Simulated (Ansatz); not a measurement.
**ZrC: relaxation of cell and atoms with PBEsol**

Crystal: ZrC.

```
Zr C
1.0
     0.00000    2.36500    2.36500
     2.36500    0.00000    2.36500
     2.36500    2.36500    0.00000
Zr C
1 1
Direct
  0.50000 0.50000 0.50000
  0.00000 0.00000 0.00000
```

* Program: Ansatz 0.2.0
* Task: relaxation of cell and atoms
* Functional: PBEsol
* Potentials or basis: Ansatz PAW
* Cutoff: 420 eV (not typed: the program's choice for these potentials)
* k mesh: 10 × 10 × 10
* Occupations: fermi-dirac, width 0.05 eV
* Spin: no spin polarisation
* Target pressure: 30 GPa
* Target pressure (GPa): 30

- Relaxed volume: 11.47 Å³/atom
- Relaxed cell: a = 3.190 Å, b = 3.190 Å, c = 3.190 Å, α = 60.00°, β = 60.00°, γ = 60.00°
- Space group after relaxing (to 0.05 Å): Fm-3m (No. 225)
- Energy change on relaxing (the enthalpy is what falls): +93.4 meV/atom
- Ionic steps: 7
- Pressure after relaxing: 30.0 GPa
- Band gap on the k mesh: none (metal or under the smearing width)

The path:
| step | energy change (eV) | largest force (eV/Å) | volume (Å³) |
| --- | --- | --- | --- |
| 1 | 0.0000 | 0.0000 | 26.46 |
| 2 | 0.2184 | 0.0000 | 22.77 |
| 3 | 0.1754 | 0.0000 | 23.00 |
| 4 | 0.1822 | 0.0000 | 22.96 |
| 5 | 0.1847 | 0.0000 | 22.96 |
| 6 | 0.1868 | 0.0000 | 22.95 |
| 7 | 0.1868 | 0.0000 | 22.95 |

Final structure:
```xyz
2
Lattice="0.0000 2.2554 2.2554 2.2554 0.0000 2.2554 2.2554 2.2554 0.0000" Properties=species:S:1:pos:R:3 pbc="T T T"
Zr    2.2554    2.2554    2.2554
C     0.0000    0.0000    0.0000
```

Levels at points of the mesh, in eV from the Fermi level:
| k point | band 4 | band 5 | band 6 | band 7 | band 8 | band 9 | band 10 | band 11 | band 12 |
| --- | --- | --- | --- | --- | --- | --- | --- | --- | --- |
| (0.00, 0.00, 0.00) | -25.18 | -11.72 | 0.95 | 0.95 | 0.95 | 1.04 | 1.04 | 1.04 | 3.13 |
| (0.00, 0.00, -0.50) | -25.30 | -7.93 | -5.86 | -3.42 | -3.42 | 5.15 | 5.15 | 6.10 | 7.00 |
| (0.00, -0.50, -0.50) | -25.63 | -10.69 | -2.29 | -1.81 | 0.20 | 0.20 | 5.11 | 6.58 | 6.58 |

It took 4.1 s on 2 threads of Arm Neoverse V2 (shared host), peak memory 0.29 GiB.

Caveat: the plane-wave basis is chosen anew once the cell has moved, so the energies of steps on either side of that aren't comparable; the PAW data sets come from PBE, with cores solved anew for the run's functional, which leaves a small shift of forces and pressure.
